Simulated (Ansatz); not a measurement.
# ZnF2: frozen-core PAW against all-electron methods

```
Zn F
1.0
     4.70380    0.00000    0.00000
     0.00000    4.70380    0.00000
     0.00000    0.00000    3.13360
Zn F
2 4
Direct
  0.00000 0.00000 0.00000
  0.50000 0.50000 0.50000
  0.30350 0.30350 0.00000
  0.19650 0.80350 0.50000
  0.69650 0.69650 0.00000
  0.80350 0.19650 0.50000
```

Atom numbers follow the list: Zn1, Zn2, F3, F4, F5, F6.

The geometry is COD entry 2103615, unchecked; take it as a test cell.

Methods: DFT, PBE, PAW with Ansatz's default frozen-core files, scalar-relativistic (Ansatz 0.2.0); DFT, PBE, all-electron PAW with datasets made for the crystal, scalar-relativistic (Ansatz 0.2.0); DFT, PBE, all-electron LAPW, scalar-relativistic (Ansatz 0.2.0).

For PAW: a Γ-centred 4×4×6 k mesh, Fermi–Dirac smearing of 0.01 eV, cutoff 420 eV, no spin polarisation. The crystal-made all-electron datasets (AE datasets) take a cutoff of 440 eV at this cell. LAPW targets a basis error of 0.5 meV/atom. The Ansatz runs share mesh, smearing and spin set-up. Plane-wave (PAW) pressures include the program's estimate of the Pulay term.

Stress and pressure are positive in compression.

Levels count from the top of the valence band.

| quantity | PAW | AE datasets | LAPW |
| --- | --- | --- | --- |
| pressure (GPa) | 6.06 | 5.96 | 5.96 |
| stress xx (GPa) | 5.84 | 5.74 | 5.74 |
| stress zz (GPa) | 6.51 | 6.38 | 6.39 |
| force on F3, y (eV/Å) | -0.031 | -0.030 | -0.030 |
| band gap (eV) | 3.584 | 3.608 | 3.608 |
| highest filled level at Γ (eV) | 0.000 | 0.000 | 0.000 |
| lowest empty level at Γ (eV) | 3.584 | 3.608 | 3.608 |
| highest filled level at X (eV) | -0.420 | -0.412 | -0.412 |
| lowest empty level at X (eV) | 6.187 | 6.212 | 6.212 |
| highest filled level at M (eV) | -0.352 | -0.346 | -0.346 |
| lowest empty level at M (eV) | 7.113 | 7.139 | 7.139 |
| field gradient Vzz at Zn1 (10²¹ V/m²) | 2.08 | 2.13 | – |
| field gradient Vzz at F3 (10²¹ V/m²) | -8.96 | -8.87 | – |

PAW's pressure differs from the LAPW value by +0.10 GPa. Datasets made for the crystal and LAPW share parts of one code, so their agreement isn't an independent check.
